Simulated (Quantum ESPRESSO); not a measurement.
# TaN (P-6m2) in Quantum ESPRESSO: settings compared

Aim: see how the results for TaN move with the level of theory and the settings. Levels: LDA, r2SCAN. Tasks: band structure, single point, equation of state.

All numbers are computed with Quantum ESPRESSO 7.5; they aren't measurements. Logs are shortened: lines on timing, memory, paths and dates and some standing lists are left out, and cuts for length are marked.

### 1 Starting point

Symmetry: P-6m2, No. 187, hexagonal system. The conventional cell has a = 2.938 Å, b = 2.938 Å, c = 2.883 Å, α = 90.00°, β = 90.00°, γ = 120.00°. Around Ta (site symmetry -6m2) lie 6 N at 2.23 Å. N (site symmetry -6m2) has 6 Ta at 2.23 Å as nearest neighbours.

### 2 Band structure, LDA

Contents of pw.in:

```
&CONTROL
  calculation = 'scf'
  prefix = 'pwscf'
  outdir = './tmp'
  pseudo_dir = './pseudo'
  tprnfor = .true.
  tstress = .true.
  disk_io = 'low'
/
&SYSTEM
  ibrav = 0
  celldm(1) = 8
  nat = 2
  ntyp = 2
  ecutwfc = 56
  ecutrho = 448
  nbnd = 15
  occupations = 'smearing'
  smearing = 'fd'
  degauss = 0.00367493
/
&ELECTRONS
  conv_thr = 4d-10
  electron_maxstep = 120
  mixing_beta = 0.5
/
ATOMIC_SPECIES
Ta   180.9479 ta_lda_v1.uspp.F.UPF
N     14.0070 n_lda_v1.2.uspp.F.UPF
CELL_PARAMETERS alat
  0.6940019192688   0.0000000000000   0.0000000000000
 -0.3470009596344   0.6010232923575   0.0000000000000
  0.0000000000000   0.0000000000000   0.6810100521620
ATOMIC_POSITIONS crystal
Ta     0.0000000000    0.0000000000    0.5000000000
N      0.6666666667    0.3333333333    0.0000000000
K_POINTS automatic
10 10 9 0 0 0
```

Contents of bands.in:

```
&CONTROL
  calculation = 'bands'
  prefix = 'pwscf'
  outdir = './tmp'
  pseudo_dir = './pseudo'
  disk_io = 'low'
  verbosity = 'high'
/
&SYSTEM
  ibrav = 0
  celldm(1) = 8
  nat = 2
  ntyp = 2
  ecutwfc = 56
  ecutrho = 448
  nbnd = 15
  occupations = 'smearing'
  smearing = 'fd'
  degauss = 0.00367493
/
&ELECTRONS
  conv_thr = 1d-08
  electron_maxstep = 120
  mixing_beta = 0.5
  diago_full_acc = .true.
  startingwfc = 'random'
/
ATOMIC_SPECIES
Ta   180.9479 ta_lda_v1.uspp.F.UPF
N     14.0070 n_lda_v1.2.uspp.F.UPF
CELL_PARAMETERS alat
  0.6940019192688   0.0000000000000   0.0000000000000
 -0.3470009596344   0.6010232923575   0.0000000000000
  0.0000000000000   0.0000000000000   0.6810100521620
ATOMIC_POSITIONS crystal
Ta     0.0000000000    0.0000000000    0.5000000000
N      0.6666666667    0.3333333333    0.0000000000
K_POINTS crystal
60
 0.0000000000  0.0000000000  0.0000000000 1
 0.0833333333  0.0000000000  0.0000000000 1
 0.1666666667  0.0000000000  0.0000000000 1
 0.2500000000  0.0000000000  0.0000000000 1
 0.3333333333  0.0000000000  0.0000000000 1
 0.4166666667  0.0000000000  0.0000000000 1
 0.5000000000  0.0000000000  0.0000000000 1
 0.4444444444  0.1111111111  0.0000000000 1
 0.3888888889  0.2222222222  0.0000000000 1
 0.3333333333  0.3333333333  0.0000000000 1
 0.2916666667  0.2916666667  0.0000000000 1
 0.2500000000  0.2500000000  0.0000000000 1
 0.2083333333  0.2083333333  0.0000000000 1
 0.1666666667  0.1666666667  0.0000000000 1
 0.1250000000  0.1250000000  0.0000000000 1
 0.0833333333  0.0833333333  0.0000000000 1
 0.0416666667  0.0416666667  0.0000000000 1
 0.0000000000  0.0000000000  0.0000000000 1
 0.0000000000  0.0000000000  0.0833333333 1
 0.0000000000  0.0000000000  0.1666666667 1
 0.0000000000  0.0000000000  0.2500000000 1
 0.0000000000  0.0000000000  0.3333333333 1
 0.0000000000  0.0000000000  0.4166666667 1
 0.0000000000  0.0000000000  0.5000000000 1
 0.0714285714  0.0000000000  0.5000000000 1
 0.1428571429  0.0000000000  0.5000000000 1
 0.2142857143  0.0000000000  0.5000000000 1
 0.2857142857  0.0000000000  0.5000000000 1
 0.3571428571  0.0000000000  0.5000000000 1
 0.4285714286  0.0000000000  0.5000000000 1
 0.5000000000  0.0000000000  0.5000000000 1
 0.4583333333  0.0833333333  0.5000000000 1
 0.4166666667  0.1666666667  0.5000000000 1
 0.3750000000  0.2500000000  0.5000000000 1
 0.3333333333  0.3333333333  0.5000000000 1
 0.2962962963  0.2962962963  0.5000000000 1
 0.2592592593  0.2592592593  0.5000000000 1
 0.2222222222  0.2222222222  0.5000000000 1
 0.1851851852  0.1851851852  0.5000000000 1
 0.1481481481  0.1481481481  0.5000000000 1
 0.1111111111  0.1111111111  0.5000000000 1
 0.0740740741  0.0740740741  0.5000000000 1
 0.0370370370  0.0370370370  0.5000000000 1
 0.0000000000  0.0000000000  0.5000000000 1
 0.5000000000  0.0000000000  0.5000000000 1
 0.5000000000  0.0000000000  0.4285714286 1
 0.5000000000  0.0000000000  0.3571428571 1
 0.5000000000  0.0000000000  0.2857142857 1
 0.5000000000  0.0000000000  0.2142857143 1
 0.5000000000  0.0000000000  0.1428571429 1
 0.5000000000  0.0000000000  0.0714285714 1
 0.5000000000  0.0000000000  0.0000000000 1
 0.3333333333  0.3333333333  0.0000000000 1
 0.3333333333  0.3333333333  0.0714285714 1
 0.3333333333  0.3333333333  0.1428571429 1
 0.3333333333  0.3333333333  0.2142857143 1
 0.3333333333  0.3333333333  0.2857142857 1
 0.3333333333  0.3333333333  0.3571428571 1
 0.3333333333  0.3333333333  0.4285714286 1
 0.3333333333  0.3333333333  0.5000000000 1
```

Potentials or basis: GBRV 1.5 LDA.

Started as:

```
$ OMP_NUM_THREADS=1 mpirun -n 2 pw.x -nk 2 -in pw.in > pw.out
$ OMP_NUM_THREADS=1 mpirun -n 2 pw.x -nk 2 -in bands.in > bands.out
```

pw.out:

```text
This program is part of the open-source Quantum ESPRESSO suite
     for quantum simulation of materials; please cite
[... 13 lines left out ...]
     --------------------
     sticks:   dense  smooth     PW     G-vecs:    dense   smooth      PW
     Sum         955     475    151                23323     8299    1461

     Using Slab Decomposition

     bravais-lattice index     =            0
     lattice parameter (alat)  =       8.0000  a.u.
     unit-cell volume          =     145.4372 (a.u.)^3
     number of atoms/cell      =            2
     number of atomic types    =            2
     number of electrons       =        18.00
     number of Kohn-Sham states=           15
     kinetic-energy cutoff     =      56.0000  Ry
     charge density cutoff     =     448.0000  Ry
     scf convergence threshold =      4.0E-10
     mixing beta               =       0.5000
     number of iterations used =            8  plain     mixing
     Exchange-correlation= SLA  PZ   NOGX NOGC
                           (   1   1   0   0   0   0   0)

     celldm(1)=   8.000000  celldm(2)=   0.000000  celldm(3)=   0.000000
     celldm(4)=   0.000000  celldm(5)=   0.000000  celldm(6)=   0.000000

     crystal axes: (cart. coord. in units of alat)
               a(1) = (   0.694002   0.000000   0.000000 )
               a(2) = (  -0.347001   0.601023   0.000000 )
               a(3) = (   0.000000   0.000000   0.681010 )

     reciprocal axes: (cart. coord. in units 2 pi/alat)
               b(1) = (  1.440918  0.831915 -0.000000 )
               b(2) = (  0.000000  1.663829  0.000000 )
               b(3) = (  0.000000 -0.000000  1.468407 )

     PseudoPot. # 1 for Ta read from file:
     ta_lda_v1.uspp.F.UPF
     Pseudo is Ultrasoft + core correction, Zval = 13.0
     Generated by new atomic code, or converted to UPF format
     Using radial grid of  921 points,  7 beta functions with:
                l(1) =   0
                l(2) =   0
                l(3) =   1
                l(4) =   1
                l(5) =   2
                l(6) =   2
                l(7) =   3
     Q(r) pseudized with  6 coefficients,  rinner =    1.300   1.300   1.300
                                                       1.300   1.300   1.300
                                                       1.300

     PseudoPot. # 2 for N  read from file:
     n_lda_v1.2.uspp.F.UPF
     Pseudo is Ultrasoft + core correction, Zval =  5.0
     Generated by new atomic code, or converted to UPF format
     Using radial grid of  729 points,  4 beta functions with:
                l(1) =   0
                l(2) =   0
                l(3) =   1
                l(4) =   1
     Q(r) pseudized with  8 coefficients,  rinner =    0.900   0.900   0.900

     atomic species   valence    mass     pseudopotential
     Ta               13.00   180.94790     Ta( 1.00)
     N                 5.00    14.00700     N ( 1.00)

     12 Sym. Ops. (no inversion) found

   Cartesian axes

     site n.     atom                  positions (alat units)
         1        Ta     tau(   1) = (   0.0000000   0.0000000   0.3405050  )
         2        N      tau(   2) = (   0.3470010   0.2003411   0.0000000  )

     number of k points=    70  Fermi-Dirac smearing, width (Ry)=  0.0037
                       cart. coord. in units 2pi/alat
        k(    1) = (   0.0000000   0.0000000   0.0000000), wk =   0.0022222
        k(    2) = (   0.0000000   0.0000000   0.1631563), wk =   0.0044444
        k(    3) = (   0.0000000   0.0000000   0.3263127), wk =   0.0044444
        k(    4) = (   0.0000000   0.0000000   0.4894690), wk =   0.0044444
        k(    5) = (   0.0000000   0.0000000   0.6526254), wk =   0.0044444
        k(    6) = (   0.0000000   0.1663829   0.0000000), wk =   0.0133333
[... 62 lines left out ...]
        k(   69) = (   0.4322755   0.7487231   0.4894690), wk =   0.0266667
        k(   70) = (   0.4322755   0.7487231   0.6526254), wk =   0.0266667

     Dense  grid:    23323 G-vectors     FFT dimensions: (  40,  40,  40)

     Smooth grid:     8299 G-vectors     FFT dimensions: (  27,  27,  25)

     Initial potential from superposition of free atoms

     starting charge      17.9991, renormalised to      18.0000

     negative rho (up, down):  9.252E-02 0.000E+00
     Starting wfcs are   17 randomized atomic wfcs

     Self-consistent Calculation

     iteration #  1     ecut=    56.00 Ry     beta= 0.50
     Davidson diagonalization with overlap
     ethr =  1.00E-02,  avg # of iterations =  3.0

     negative rho (up, down):  9.526E-02 0.000E+00

     total energy              =    -162.12525155 Ry
     estimated scf accuracy    <       0.39682709 Ry

     iteration #  2     ecut=    56.00 Ry     beta= 0.50
     Davidson diagonalization with overlap
     ethr =  2.20E-03,  avg # of iterations =  2.0

     negative rho (up, down):  9.638E-02 0.000E+00

     total energy              =    -162.23392738 Ry
     estimated scf accuracy    <       0.24773247 Ry
[... 37 lines left out ...]
     iteration #  7     ecut=    56.00 Ry     beta= 0.50
     Davidson diagonalization with overlap
     ethr =  7.53E-10,  avg # of iterations =  1.3

     negative rho (up, down):  9.868E-02 0.000E+00

     total energy              =    -162.27934330 Ry
     estimated scf accuracy    <          6.3E-09 Ry

     iteration #  8     ecut=    56.00 Ry     beta= 0.50
     Davidson diagonalization with overlap
     ethr =  3.52E-11,  avg # of iterations =  2.0

     negative rho (up, down):  9.868E-02 0.000E+00

     End of self-consistent calculation

          k = 0.0000 0.0000 0.0000 (  1057 PWs)   bands (ev):

   -48.5820 -14.9040 -14.6428 -14.6428   2.3131  15.3064  15.3064  15.6640
    16.9544  22.1749  23.4277  23.4277  23.7974  23.7974  32.8034

          k = 0.0000 0.0000 0.1632 (  1051 PWs)   bands (ev):

   -48.5761 -15.0204 -14.6333 -14.6333   2.5701  14.8237  15.4059  15.4059
    17.6571  22.1715  22.1715  22.6014  24.5987  24.5987  33.3052

          k = 0.0000 0.0000 0.3263 (  1021 PWs)   bands (ev):

   -48.5611 -15.3051 -14.6092 -14.6092   3.2606  13.3012  15.6615  15.6615
    19.0862  20.8774  20.8774  23.6173  24.6005  24.6005  33.9762

          k = 0.0000 0.0000 0.4895 (  1039 PWs)   bands (ev):

   -48.5440 -15.6133 -14.5816 -14.5816   4.1667  11.7527  15.9420  15.9420
    20.0539  20.0539  20.8390  23.8948  23.8948  25.0492  32.3179
[... 93 lines left out ...]
   -48.4928 -15.5234 -15.1244 -14.8156   4.4702  11.9483  14.4506  15.5057
    18.0753  22.5159  23.4277  24.7765  25.7806  28.7216  32.1618

          k = 0.0000 0.6655 0.4895 (  1019 PWs)   bands (ev):

   -48.4764 -15.4712 -15.3952 -14.7826   4.4533  12.1263  14.3150  14.7850
    18.7553  22.8011  23.9019  25.1618  26.3357  29.4520  32.4124

          k = 0.0000 0.6655 0.6526 (  1014 PWs)   bands (ev):

   -48.4657 -15.5724 -15.4304 -14.7609   4.4098  12.4374  13.9922  14.3672
    19.0194  23.6427  24.2690  25.4603  26.5508  30.1209  32.4462

          k = 0.0000-0.8319 0.0000 (  1038 PWs)   bands (ev):

   -48.5055 -15.6814 -14.8777 -14.7590   4.6508  11.5894  14.6651  16.3866
    16.7050  22.8085  23.8890  25.0185  25.1334  27.3390  31.0297

          k = 0.0000-0.8319 0.1632 (  1028 PWs)   bands (ev):

   -48.4998 -15.6619 -14.8662 -14.8591   4.6450  11.6109  14.4950  16.2984
    17.0075  23.2300  23.2801  25.1189  25.2773  28.0327  31.0551

          k = 0.0000-0.8319 0.3263 (  1024 PWs)   bands (ev):

   -48.4855 -15.6121 -15.1059 -14.8369   4.5902  11.6890  14.4340  15.4509
    18.1491  22.5419  24.0757  25.3371  25.7068  29.2137  31.1231

          k = 0.0000-0.8319 0.4895 (  1020 PWs)   bands (ev):

   -48.4692 -15.5546 -15.3759 -14.8033   4.4659  11.9655  14.2802  14.6720
    19.0768  22.8242  24.7787  25.6030  26.3325  29.7487  31.6800

          k = 0.0000-0.8319 0.6526 (  1022 PWs)   bands (ev):

   -48.4586 -15.5468 -15.5163 -14.7812   4.3552  12.4300  13.8243  14.2293
    19.4983  23.8365  25.1457  25.8569  26.8219  29.8961  32.1426

          k = 0.1441 0.2496 0.0000 (  1041 PWs)   bands (ev):

   -48.5616 -14.9309 -14.8655 -14.7150   2.9001  13.9405  15.6957  16.1946
    16.3806  22.3337  23.4140  23.6099  24.0263  24.5503  32.7973

          k = 0.1441 0.2496 0.1632 (  1038 PWs)   bands (ev):

   -48.5557 -14.9839 -14.9118 -14.7048   3.1051  14.0953  14.9859  15.7555
    17.3216  21.8542  22.4748  23.8472  24.6963  25.1476  32.5875

          k = 0.1441 0.2496 0.3263 (  1032 PWs)   bands (ev):

   -48.5409 -15.2549 -14.8834 -14.6791   3.6385  13.5120  14.5589  15.7222
    18.2929  20.9518  21.8819  24.1023  25.1653  25.8440  32.6197
[... 173 lines left out ...]
   -48.4774 -15.4046 -15.1950 -15.0846   4.7610  12.8756  13.6691  14.1942
    19.1780  22.3710  23.8448  24.1888  26.2322  30.3678  32.5640

          k = 0.4323 0.7487 0.4895 (  1031 PWs)   bands (ev):

   -48.4612 -15.3572 -15.3451 -15.1516   4.5602  12.2227  13.5066  15.0177
    19.2952  23.6546  24.4456  25.6593  26.2157  29.3659  32.0277

          k = 0.4323 0.7487 0.6526 (  1029 PWs)   bands (ev):

   -48.4506 -15.5188 -15.3169 -15.1230   4.4216  11.7977  13.3007  15.8290
    19.3905  24.2969  24.8159  26.3528  27.1254  29.1562  31.5229

     the Fermi energy is    19.8951 ev

!    total energy              =    -162.27934330 Ry
     estimated scf accuracy    <          1.1E-10 Ry
     smearing contrib. (-TS)   =      -0.00002501 Ry
     internal energy E=F+TS    =    -162.27931828 Ry

     The total energy is F=E-TS. E is the sum of the following terms:
     one-electron contribution =      -6.80472039 Ry
     hartree contribution      =      15.07998388 Ry
     xc contribution           =     -47.51615161 Ry
     ewald contribution        =    -123.03843015 Ry

     convergence has been achieved in   8 iterations

     negative rho (up, down):  9.868E-02 0.000E+00

     Forces acting on atoms (cartesian axes, Ry/au):

     atom    1 type  1   force =     0.00000000    0.00000000    0.00000000
     atom    2 type  2   force =     0.00000000    0.00000000    0.00000000

     Total force =     0.000000     Total SCF correction =     0.000000

     Computing stress (Cartesian axis) and pressure

     negative rho (up, down):  9.868E-02 0.000E+00
          total   stress  (Ry/bohr**3)                   (kbar)     P=     -111.82
  -0.00072680   0.00000000   0.00000000         -106.92        0.00        0.00
  -0.00000000  -0.00072680   0.00000000           -0.00     -106.92        0.00
   0.00000000   0.00000000  -0.00082680            0.00        0.00     -121.63

=------------------------------------------------------------------------------=
   JOB DONE.
=------------------------------------------------------------------------------=
```

Wall time 7.8 s (2 MPI ranks of AMD EPYC 9R45 (Zen 5), shared host); peak memory 0.28 GiB.

Results:

```yaml
Free_energy: -2207.9229 eV
Pressure: -11.2 GPa
Band_gap_on_the_k_mesh: none (metal or under the smearing width)
```

Levels at the corners of the path, in eV from the Fermi level:
```tsv
point	band 6	band 7	band 8	band 9	band 10	band 11	band 12	band 13
Γ	-4.59	-4.59	-4.23	-2.94	2.28	3.53	3.53	3.90
M	-8.31	-5.23	-3.51	-3.19	2.91	3.99	5.12	5.24
K	-7.60	-5.72	-5.20	0.10	0.97	1.52	2.47	7.46
Γ	-4.59	-4.59	-4.23	-2.94	2.28	3.53	3.53	3.90
A	-9.38	-3.78	-3.78	-0.15	-0.15	2.38	3.23	3.23
L	-7.35	-6.19	-5.72	-0.35	4.14	5.30	6.02	7.00
H	-8.26	-6.57	-3.90	-0.37	4.44	5.00	6.65	7.48
A	-9.38	-3.78	-3.78	-0.15	-0.15	2.38	3.23	3.23
L	-7.35	-6.19	-5.72	-0.35	4.14	5.30	6.02	7.00
M	-8.31	-5.23	-3.51	-3.19	2.91	3.99	5.12	5.24
K	-7.60	-5.72	-5.20	0.10	0.97	1.52	2.47	7.46
H	-8.26	-6.57	-3.90	-0.37	4.44	5.00	6.65	7.48
```

Caveat: spin-orbit coupling is left out, which moves the levels of the heavy elements.

[end of part 1 of 2]
